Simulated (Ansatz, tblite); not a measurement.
GaAgS2: GFN2-xTB, run from Python

These are simulated results from tblite 0.8.0, not measurements. The cell was built from a prototype and was relaxed with r2SCAN in plane waves (Ansatz 0.2.0). It may be hypothetical. All runs are without spin polarisation.

The symmetry is I-42d (No. 122, tetragonal); conventional cell a = 5.756 Å, c = 10.393 Å, 21.52 Å³ an atom. Around Ag lie 4 S at 2.56 Å; around S lie 2 Ga at 2.29 Å and 2 Ag at 2.56 Å; around Ga lie 4 S at 2.29 Å.

tblite solves periodic systems at the zone centre alone, so the script builds a cluster of 2×2×1 conventional cells (64 atoms), which folds in a coarse mesh of k points.

Input script:

```python
import json
from ase import Atoms
from ase.build import make_supercell
from ase.units import Bohr, GPa, Hartree
from tblite.interface import Calculator

atoms = Atoms(['Ag', 'S', 'Ag', 'S', 'Ga', 'S', 'Ga', 'S'],
              cell=[[-2.8778391, 2.8778391, 5.19659958], [2.8778391, -2.8778391, 5.19659958], [2.8778391, 2.8778391, -5.19659958]],
              scaled_positions=[[0.0, 0.0, 0.0], [0.375, 0.414310698, 0.539310698], [0.75, 0.25, 0.5], [0.164310698, 0.625, 0.039310698], [0.5, 0.5, 0.0], [0.875, 0.835689302, 0.460689302], [0.25, 0.75, 0.5], [0.585689302, 0.125, -0.039310698]],
              pbc=True)
cluster = make_supercell(atoms, [[0, 2, 2], [2, 0, 2], [1, 1, 0]])
calc = Calculator('GFN2-xTB', cluster.numbers, cluster.positions / Bohr, lattice=cluster.cell[:] / Bohr, periodic=cluster.pbc)
calc.set('temperature', 0.02 / Hartree)
calc.set('max-iter', 150)
res = calc.singlepoint()
levels = res.get('orbital-energies') * Hartree
nv = round(res.get('orbital-occupations').sum() / 2)
cells = len(cluster) // len(atoms)
out = {'energy_per_cell': res.get('energy') * Hartree / cells, 'homo': levels[nv - 1], 'lumo': levels[nv],
       'stress': (-res.get('virial') * Hartree / cluster.get_volume() / GPa).tolist(), 'charges': res.get('charges')[:len(atoms)].tolist(), 'electrons': 2 * nv / cells}
json.dump(out, open('results.json', 'w'))
for key, value in out.items():
    print(key, value)
```

Command: `python run.py`. It took 5 s on 1 thread of Arm Neoverse V2, with other jobs on the host, peak memory 0.14 GiB.

The log:

```
------------------------------------------------------------
  cycle        total energy    energy error   density error
------------------------------------------------------------
      1     -185.9251449582  -1.8637702E+02   2.7931720E-01
      2     -188.9378837785  -3.0127388E+00   1.6079936E-01
      3     -189.0267857421  -8.8901964E-02   7.9287210E-02
      4     -189.0316678309  -4.8820888E-03   3.1658846E-02
      5     -189.0335308947  -1.8630638E-03   1.7582864E-02
      6     -189.0399572629  -6.4263682E-03   7.4637719E-03
      7     -189.0408309139  -8.7365095E-04   4.6498968E-03
      8     -189.0413029798  -4.7206593E-04   8.9462127E-04
      9     -189.0413169585  -1.3978718E-05   4.9202340E-04
     10     -189.0413213602  -4.4017346E-06   2.3035187E-04
     11     -189.0413224564  -1.0961368E-06   2.5474662E-05
     12     -189.0413224508   5.5666476E-09   1.8989178E-05
------------------------------------------------------------

 total:                                   4.495 sec
energy_per_cell -643.0095499707338
homo -9.906081128618572
lumo -8.911730345714261
stress [[5.816710375405248, -2.48057965233214e-06, 1.2402376662447752e-06], [-2.480579652288578e-06, 5.81671244165057, 1.517612001479875e-06], [1.2402376661232596e-06, 1.5176120013121248e-06, 4.27991532881791]]
charges [0.29716642736526, -0.26697933768030013, 0.2971776314386346, -0.2669686724575661, 0.2367359667582979, -0.26697862211054124, 0.23675418174442642, -0.2669704023386977]
electrons 52.0
```

The cycle table is in hartree for the whole cluster, and the lines after it are in eV (the energy for one cell). The printed stress is in GPa and positive in compression, and the pressure is its mean diagonal.

GFN2-xTB gives a gap of 0.99 eV. On the same cell, plane-wave PBE (Ansatz, 6×6×6 k points and the special points) gives a gap of 1.09 eV and r2SCAN a gap of 1.57 eV; on shared hosts these took about 27 and 58 core-seconds on the 8-atom cell, against 5 for the script. Semilocal gaps usually lie below measured ones. xTB was fitted to molecules, so gaps, charges and pressures of solids can be far off, and the gap also depends on the size of the cluster.

The same script was run on cells scaled at fixed shape and fractional coordinates:

```tsv
volume (Å³/atom)	energy (meV/atom)	pressure (GPa, positive in compression)	gap (eV)
18.94	175.3	17.75	2.21
20.23	63.0	10.56	1.52
21.52	0.0	5.30	0.99
22.81	-26.8	1.53	0.60
24.10	-27.4	-1.23	0.30
```

A Birch-Murnaghan fit puts the minimum at 23.47 Å³/atom, 9.1 % above the given cell, with a bulk modulus of 50.3 GPa at fixed shape.

xTB was fitted mostly to molecules, and a small cluster samples few k points, so gaps, pressures and kinks along a curve can be far from a solid's.

Spin-orbit coupling is left out.
